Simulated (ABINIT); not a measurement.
# SrO (Fm-3m) in ABINIT: notebook

Runs on SrO. Level: r2SCAN. Tasks: equation of state.

Everything below comes from runs of ABINIT 10.8.3 (patched build). Logs are shortened: lines on timing, memory, paths and dates and some standing lists are left out, and cuts for length are marked. The log counts tension as positive stress, the text compression.

### 1 The structure

The structure is cubic, space group Fm-3m (No. 225). Conventional cell: a = 5.133 Å, b = 5.133 Å, c = 5.133 Å, α = 90.00°, β = 90.00°, γ = 90.00°. Sr (site symmetry m-3m) is surrounded by 6 O at 2.57 Å. O (site symmetry m-3m) is surrounded by 6 Sr at 2.57 Å.

### 2 Equation of state, r2SCAN

Input file run.abi:

```
# Datasets: one volume each
ndtset 7
scalecart1 3*0.9795861087
scalecart2 3*0.9864848297
scalecart3 3*0.9932883884
scalecart4 3*1.0000000000
scalecart5 3*1.0066227096
scalecart6 3*1.0131594038
scalecart7 3*1.0196128224

# Pseudopotentials
pp_dirpath "./"
pseudos "Sr.GGA_PBE-ansatz.xml, O.GGA_PBE-ansatz.xml"

# Structure
acell 3.6292962651 3.6292962651 3.6292962651 Angstrom
rprim
     0.0000000000     0.7071067812     0.7071067812
     0.7071067812     0.0000000000     0.7071067812
     0.7071067812     0.7071067812     0.0000000000
ntypat 2
znucl 38 8
natom 2
typat 1 2
xred
     0.5000000000     0.5000000000     0.5000000000
     0.0000000000     0.0000000000     0.0000000000

# Plane-wave basis
ecut 19.0
pawecutdg 38.0

# k points
kptopt 1
ngkpt 6 6 6
nshiftk 1
shiftk 0.0 0.0 0.0

# Exchange and correlation
ixc -497498
usekden 1
pawxcdev 0

# Bands and occupations
nband 12
occopt 3
tsmear 0.05 eV

# SCF cycle
nstep 100
tolvrs 1.0e-7

# Output
iomode 3
prtwf 0
prtden 0
prteig 0
prtebands 0
```

Potentials or basis: Ansatz PAW PBE default generated set, frozen core.

Started as:

```bash
mpirun --bind-to none -np 4 abinit run.abi > log 2>&1
```

run.abo:

```text
[... set-up lines left out ...]
 ETOT  1  -34.934017397253    -3.493E+01 2.971E-01 2.398E+01
 ETOT  2  -34.806970710371     1.270E-01 1.513E-02 1.419E+01
 ETOT  3  -34.797906729906     9.064E-03 7.691E-03 1.396E+00
 ETOT  4  -34.799105213207    -1.198E-03 7.730E-04 1.893E-01
 ETOT  5  -34.798807702068     2.975E-04 7.327E-04 6.494E-03
 ETOT  6  -34.798828564006    -2.086E-05 2.098E-04 6.252E-04
 ETOT  7  -34.798827712351     8.517E-07 2.063E-04 4.838E-05
 ETOT  8  -34.798827678955     3.340E-08 4.723E-05 5.109E-07
 ETOT  9  -34.798827683333    -4.378E-09 5.426E-05 5.438E-07
 ETOT 10  -34.798827682058     1.275E-09 1.929E-05 2.996E-09
[... 148 lines left out ...]
 Real(R)+Recip(G) space primitive vectors, cartesian coordinates (Bohr,Bohr^-1):
 R(1)=  0.0000000  4.7840609  4.7840609  G(1)= -0.1045137  0.1045137  0.1045137
 R(2)=  4.7840609  0.0000000  4.7840609  G(2)=  0.1045137 -0.1045137  0.1045137
 R(3)=  4.7840609  4.7840609  0.0000000  G(3)=  0.1045137  0.1045137 -0.1045137
 Unit cell volume ucvol=  2.1898789E+02 bohr^3
 Angles (23,13,12)=  6.00000000E+01  6.00000000E+01  6.00000000E+01 degrees

 Coarse grid specifications (used for wave-functions):

 getcut: wavevector=  0.0000  0.0000  0.0000  ngfft=  30  30  30
         ecut(hartree)=     19.000   => boxcut(ratio)=   2.26230

 getcut : COMMENT -
  Note that boxcut > 2.2 ; recall that boxcut=Gcut(box)/Gcut(sphere) = 2
  is sufficient for exact treatment of convolution.
  Such a large boxcut is a waste : you could raise ecut
  e.g. ecut=   24.310444 Hartrees makes boxcut=2

 Fine grid specifications (used for densities):

 getcut: wavevector=  0.0000  0.0000  0.0000  ngfft=  40  40  40
         ecut(hartree)=     38.000   => boxcut(ratio)=   2.13055
--------------------------------------------------------------------------------

================================================================================

--- !BeginCycle
iteration_state: {dtset: 2, }
solver: {iscf: 17, nstep: 100, nline: 4, wfoptalg: 10, }
tolerances: {tolvrs: 1.00E-07, }
...
[... 160 lines left out ...]
 Real(R)+Recip(G) space primitive vectors, cartesian coordinates (Bohr,Bohr^-1):
 R(1)=  0.0000000  4.8170555  4.8170555  G(1)= -0.1037978  0.1037978  0.1037978
 R(2)=  4.8170555  0.0000000  4.8170555  G(2)=  0.1037978 -0.1037978  0.1037978
 R(3)=  4.8170555  4.8170555  0.0000000  G(3)=  0.1037978  0.1037978 -0.1037978
 Unit cell volume ucvol=  2.2355014E+02 bohr^3
 Angles (23,13,12)=  6.00000000E+01  6.00000000E+01  6.00000000E+01 degrees

 Coarse grid specifications (used for wave-functions):

 getcut: wavevector=  0.0000  0.0000  0.0000  ngfft=  30  30  30
         ecut(hartree)=     19.000   => boxcut(ratio)=   2.24680

 getcut : COMMENT -
  Note that boxcut > 2.2 ; recall that boxcut=Gcut(box)/Gcut(sphere) = 2
  is sufficient for exact treatment of convolution.
  Such a large boxcut is a waste : you could raise ecut
  e.g. ecut=   23.978555 Hartrees makes boxcut=2

 Fine grid specifications (used for densities):

 getcut: wavevector=  0.0000  0.0000  0.0000  ngfft=  40  40  40
         ecut(hartree)=     38.000   => boxcut(ratio)=   2.11595
--------------------------------------------------------------------------------

================================================================================

--- !BeginCycle
iteration_state: {dtset: 3, }
solver: {iscf: 17, nstep: 100, nline: 4, wfoptalg: 10, }
tolerances: {tolvrs: 1.00E-07, }
...
[... 160 lines left out ...]
 Real(R)+Recip(G) space primitive vectors, cartesian coordinates (Bohr,Bohr^-1):
 R(1)=  0.0000000  4.8496042  4.8496042  G(1)= -0.1031012  0.1031012  0.1031012
 R(2)=  4.8496042  0.0000000  4.8496042  G(2)=  0.1031012 -0.1031012  0.1031012
 R(3)=  4.8496042  4.8496042  0.0000000  G(3)=  0.1031012  0.1031012 -0.1031012
 Unit cell volume ucvol=  2.2811239E+02 bohr^3
 Angles (23,13,12)=  6.00000000E+01  6.00000000E+01  6.00000000E+01 degrees

 Coarse grid specifications (used for wave-functions):

 getcut: wavevector=  0.0000  0.0000  0.0000  ngfft=  30  30  30
         ecut(hartree)=     19.000   => boxcut(ratio)=   2.23172

 getcut : COMMENT -
  Note that boxcut > 2.2 ; recall that boxcut=Gcut(box)/Gcut(sphere) = 2
  is sufficient for exact treatment of convolution.
  Such a large boxcut is a waste : you could raise ecut
  e.g. ecut=   23.657765 Hartrees makes boxcut=2

 Fine grid specifications (used for densities):

 getcut: wavevector=  0.0000  0.0000  0.0000  ngfft=  40  40  40
         ecut(hartree)=     38.000   => boxcut(ratio)=   2.10175
--------------------------------------------------------------------------------

================================================================================

--- !BeginCycle
iteration_state: {dtset: 4, }
solver: {iscf: 17, nstep: 100, nline: 4, wfoptalg: 10, }
tolerances: {tolvrs: 1.00E-07, }
...
[... 160 lines left out ...]
 Real(R)+Recip(G) space primitive vectors, cartesian coordinates (Bohr,Bohr^-1):
 R(1)=  0.0000000  4.8817217  4.8817217  G(1)= -0.1024229  0.1024229  0.1024229
 R(2)=  4.8817217  0.0000000  4.8817217  G(2)=  0.1024229 -0.1024229  0.1024229
 R(3)=  4.8817217  4.8817217  0.0000000  G(3)=  0.1024229  0.1024229 -0.1024229
 Unit cell volume ucvol=  2.3267464E+02 bohr^3
 Angles (23,13,12)=  6.00000000E+01  6.00000000E+01  6.00000000E+01 degrees

 Coarse grid specifications (used for wave-functions):

 getcut: wavevector=  0.0000  0.0000  0.0000  ngfft=  30  30  30
         ecut(hartree)=     19.000   => boxcut(ratio)=   2.21704

 getcut : COMMENT -
  Note that boxcut > 2.2 ; recall that boxcut=Gcut(box)/Gcut(sphere) = 2
  is sufficient for exact treatment of convolution.
  Such a large boxcut is a waste : you could raise ecut
  e.g. ecut=   23.347494 Hartrees makes boxcut=2

 Fine grid specifications (used for densities):

 getcut: wavevector=  0.0000  0.0000  0.0000  ngfft=  40  40  40
         ecut(hartree)=     38.000   => boxcut(ratio)=   2.08793
--------------------------------------------------------------------------------

================================================================================

--- !BeginCycle
iteration_state: {dtset: 5, }
solver: {iscf: 17, nstep: 100, nline: 4, wfoptalg: 10, }
tolerances: {tolvrs: 1.00E-07, }
...
[... 160 lines left out ...]
 Real(R)+Recip(G) space primitive vectors, cartesian coordinates (Bohr,Bohr^-1):
 R(1)=  0.0000000  4.9134221  4.9134221  G(1)= -0.1017621  0.1017621  0.1017621
 R(2)=  4.9134221  0.0000000  4.9134221  G(2)=  0.1017621 -0.1017621  0.1017621
 R(3)=  4.9134221  4.9134221  0.0000000  G(3)=  0.1017621  0.1017621 -0.1017621
 Unit cell volume ucvol=  2.3723688E+02 bohr^3
 Angles (23,13,12)=  6.00000000E+01  6.00000000E+01  6.00000000E+01 degrees

 Coarse grid specifications (used for wave-functions):

 getcut: wavevector=  0.0000  0.0000  0.0000  ngfft=  30  30  30
         ecut(hartree)=     19.000   => boxcut(ratio)=   2.20274

 getcut : COMMENT -
  Note that boxcut > 2.2 ; recall that boxcut=Gcut(box)/Gcut(sphere) = 2
  is sufficient for exact treatment of convolution.
  Such a large boxcut is a waste : you could raise ecut
  e.g. ecut=   23.047199 Hartrees makes boxcut=2

 Fine grid specifications (used for densities):

 getcut: wavevector=  0.0000  0.0000  0.0000  ngfft=  40  40  40
         ecut(hartree)=     38.000   => boxcut(ratio)=   2.07445
--------------------------------------------------------------------------------

================================================================================

--- !BeginCycle
iteration_state: {dtset: 6, }
solver: {iscf: 17, nstep: 100, nline: 4, wfoptalg: 10, }
tolerances: {tolvrs: 1.00E-07, }
...
[... 324 lines left out ...]
 Cartesian components of stress tensor (hartree/bohr^3)
  sigma(1 1)=  1.25049541E-04  sigma(3 2)=  0.00000000E+00
  sigma(2 2)=  1.25049541E-04  sigma(3 1)=  0.00000000E+00
  sigma(3 3)=  1.25049541E-04  sigma(2 1)=  0.00000000E+00

-Cartesian components of stress tensor (GPa)         [Pressure= -3.6791E+00 GPa]
- sigma(1 1)=  3.67908453E+00  sigma(3 2)=  0.00000000E+00
- sigma(2 2)=  3.67908453E+00  sigma(3 1)=  0.00000000E+00
- sigma(3 3)=  3.67908453E+00  sigma(2 1)=  0.00000000E+00

== END DATASET(S) ==============================================================
================================================================================

 -outvars: echo values of variables after computation  --------
            acell      6.8583759708E+00  6.8583759708E+00  6.8583759708E+00 Bohr
           etotal1    -3.4798827682E+01
           etotal2    -3.4799955499E+01
           etotal3    -3.4800697779E+01
           etotal4    -3.4801092961E+01
           etotal5    -3.4801177407E+01
           etotal6    -3.4800980774E+01
           etotal7    -3.4800534016E+01
            fcart1    -0.0000000000E+00 -0.0000000000E+00 -0.0000000000E+00
                      -0.0000000000E+00 -0.0000000000E+00 -0.0000000000E+00
            fcart2    -0.0000000000E+00 -0.0000000000E+00 -0.0000000000E+00
                      -0.0000000000E+00 -0.0000000000E+00 -0.0000000000E+00
            fcart3    -0.0000000000E+00 -0.0000000000E+00 -0.0000000000E+00
                      -0.0000000000E+00 -0.0000000000E+00 -0.0000000000E+00
            fcart4    -0.0000000000E+00 -0.0000000000E+00 -0.0000000000E+00
                      -0.0000000000E+00 -0.0000000000E+00 -0.0000000000E+00
            fcart5    -0.0000000000E+00 -0.0000000000E+00 -0.0000000000E+00
                      -0.0000000000E+00 -0.0000000000E+00 -0.0000000000E+00
            fcart6    -0.0000000000E+00 -0.0000000000E+00 -0.0000000000E+00
                      -0.0000000000E+00 -0.0000000000E+00 -0.0000000000E+00
            fcart7    -0.0000000000E+00 -0.0000000000E+00 -0.0000000000E+00
                      -0.0000000000E+00 -0.0000000000E+00 -0.0000000000E+00
            rprim1     0.0000000000E+00  6.9267198023E-01  6.9267198023E-01
[... 30 lines left out ...]
           strten6     7.3149681657E-05  7.3149681657E-05  7.3149681657E-05
                       0.0000000000E+00  0.0000000000E+00  0.0000000000E+00
           strten7     1.2504954147E-04  1.2504954147E-04  1.2504954147E-04
                       0.0000000000E+00  0.0000000000E+00  0.0000000000E+00
           xangst1     2.5139118308E+00  2.5139118308E+00  2.5139118308E+00
                       0.0000000000E+00  0.0000000000E+00  0.0000000000E+00
           xangst2     2.5316160185E+00  2.5316160185E+00  2.5316160185E+00
                       0.0000000000E+00  0.0000000000E+00  0.0000000000E+00
           xangst3     2.5490759912E+00  2.5490759912E+00  2.5490759912E+00
                       0.0000000000E+00  0.0000000000E+00  0.0000000000E+00
           xangst4     2.5663000000E+00  2.5663000000E+00  2.5663000000E+00
                       0.0000000000E+00  0.0000000000E+00  0.0000000000E+00
           xangst5     2.5832958597E+00  2.5832958597E+00  2.5832958597E+00
                       0.0000000000E+00  0.0000000000E+00  0.0000000000E+00
           xangst6     2.6000709780E+00  2.6000709780E+00  2.6000709780E+00
                       0.0000000000E+00  0.0000000000E+00  0.0000000000E+00
           xangst7     2.6166323862E+00  2.6166323862E+00  2.6166323862E+00
                       0.0000000000E+00  0.0000000000E+00  0.0000000000E+00
             xred      5.0000000000E-01  5.0000000000E-01  5.0000000000E-01
                       0.0000000000E+00  0.0000000000E+00  0.0000000000E+00
 Calculation completed.
```

Wall time 3.1 min (4 MPI ranks of Arm Neoverse V2, shared host); peak memory 0.96 GiB.

What came out:

| Property | Result |
| --- | --- |
| Equilibrium volume | 17.17 Å³/atom |
| Bulk modulus | 94 GPa |
| Pressure derivative of the bulk modulus | 4.4 |

Energy against volume, from the lowest point:
| volume (Å³/atom) | energy (meV/atom) |
| --- | --- |
| 15.887 | 31.97 |
| 16.225 | 16.62 |
| 16.563 | 6.53 |
| 16.901 | 1.15 |
| 17.239 | 0.00 |
| 17.577 | 2.68 |
| 17.915 | 8.75 |

Caveat: pressures at fixed basis lie under the slope of the energies; the PAW data sets were made with another functional, which shifts forces and pressure a little.

### 3 Equation of state, r2SCAN

run.abi: that of step 2 with these lines changed.

```diff
@@ -12,3 +12,3 @@
 pp_dirpath "./"
-pseudos "Sr.GGA_PBE-ansatz.xml, O.GGA_PBE-ansatz.xml"
+pseudos "Sr.GGA_PBE-JTH.xml, O.GGA_PBE-JTH.xml"
 
@@ -29,4 +29,4 @@
 # Plane-wave basis
-ecut 19.0
-pawecutdg 38.0
+ecut 28.0
+pawecutdg 50.0
```

Potentials or basis: JTH PAW PBE v2.0.

Started as:

```bash
mpirun --bind-to none -np 4 abinit run.abi > log 2>&1
```

It took 98 s on 4 MPI ranks of Arm Neoverse V2, shared host; peak memory 0.64 GiB.

It converged, with:

```yaml
Equilibrium_volume: 17.15 Å³/atom
Bulk_modulus: 94 GPa
Pressure_derivative_of_the_bulk_modulus: 4.5
```

Energy against volume, from the lowest point:
| volume (Å³/atom) | energy (meV/atom) |
| --- | --- |
| 15.887 | 31.16 |
| 16.225 | 16.02 |
| 16.563 | 6.10 |
| 16.901 | 0.96 |
| 17.239 | 0.00 |
| 17.577 | 2.78 |
| 17.915 | 9.03 |

Caveat: pressures at fixed basis lie under the slope of the energies; the PAW data sets were made with another functional, which shifts forces and pressure a little.

(Part 1 of 2 ends here.)
